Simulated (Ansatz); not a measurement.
CuAu under changes of volume

One of the cells (15.351 Å³/atom); the others are scaled copies at fixed shape and fractional positions:

```
Au Cu
1.0
     1.44306    0.83315    4.25617
    -1.44306    0.83315    4.25617
     0.00000   -1.66630    4.25617
Au Cu
1 1
Direct
  0.00000 0.00000 0.00000
  0.50000 0.50000 0.50000
```

The cell comes from a database or a generator and needn't be the stable form of this composition.

* Program: Ansatz 0.2.0
* Functional: r2SCAN
* Potentials or basis: Ansatz PAW
* Cutoff: 500 eV (not typed: the program's choice for these potentials)
* k mesh: 11 × 11 × 11
* Occupations: fermi-dirac, width 0.05 eV
* Spin: no spin polarisation

```tsv
volume (Å³/atom)	energy over the lowest point (meV/atom)	pressure (GPa)
14.430	5.31	4.6
14.737	0.00	1.1
15.044	0.99	-2.0
15.351	7.51	-4.7
15.658	?	?
15.965	34.41	-9.1
16.272	53.65	-10.9
```

**Question.** What does the run at 15.658 Å³/atom give?

**Answer.** Energy over the lowest point 18.85 meV/atom; pressure -7.1 GPa.

Worked out: A Birch-Murnaghan fit of order 3 (a polynomial in V^(-2/3)) to the other rows has its minimum at 14.84 Å³/atom with B0 = V·E''(V) = 152 GPa and B' = 5.4 at fixed shape and positions, which overstates the stiffness. It gives 18.85 meV/atom at 15.658 Å³/atom, against the run's 18.85, and -dE/dV = -7.1 GPa, against -7.1.

Energies are extrapolated to zero smearing.

Caveats: the PAW data sets come from PBE, with cores solved anew for the run's functional, which leaves a small shift of forces and pressure.
